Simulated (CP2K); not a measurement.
## GaP under changes of volume

One of the cells (20.240 Å³/atom); the others are scaled copies at fixed shape and fractional positions:

```
CELL_PARAMETERS angstrom
3.85409 0.00000 0.00000
1.92704 3.33774 0.00000
1.92704 1.11258 3.14685
ATOMIC_POSITIONS crystal
Ga 0.00000 0.00000 0.00000
P 0.75000 0.75000 0.75000
```

| Item | Value |
| --- | --- |
| Program | CP2K 2026.2 |
| Functional | PBE |
| Potentials or basis | POTENTIAL_UZH Ga GTH-PBE-q13, P GTH-PBE-q5; TZVP-MOLOPT-PBE-GTH basis |
| Density cutoff | 6123 eV |
| k mesh | 8 × 8 × 8 |
| Occupations | fermi-dirac, width 0.05 eV |
| Spin | no spin polarisation |

| volume (Å³/atom) | energy over the lowest point (meV/atom) | pressure (GPa) | gap on the mesh (eV) |
| --- | --- | --- | --- |
| 19.026 | 51.34 | 9.2 | 1.55 |
| 19.431 | 31.00 | 6.9 | 1.60 |
| 19.836 | 16.24 | 4.8 | 1.63 |
| 20.240 | ? | ? | ? |
| 20.645 | 1.22 | 1.3 | 1.61 |
| 21.050 | 0.00 | -0.3 | 1.46 |
| 21.455 | 2.40 | -1.6 | 1.31 |

Q: What does the run at 20.240 Å³/atom give?

A: Energy over the lowest point 6.48 meV/atom; pressure 2.9 GPa; gap on the mesh 1.66 eV.

Worked out: A Birch-Murnaghan fit of order 3 (a polynomial in V^(-2/3)) to the other rows has its minimum at 20.98 Å³/atom with B0 = V·E''(V) = 76 GPa and B' = 4.5. It gives 6.50 meV/atom at 20.240 Å³/atom, against the run's 6.48, and -dE/dV = 2.9 GPa, against 2.9. A parabola through the other rows of the gap, of slope -1.98 eV per unit of ln V there, gives 1.63 eV, against the run's 1.66.

Energies are extrapolated to zero smearing.

Caveats: the basis of atomic orbitals isn't converged, which shifts pressures, moduli and gaps.

A mesh can miss the band edges. Spin-orbit coupling on Ga is left out.
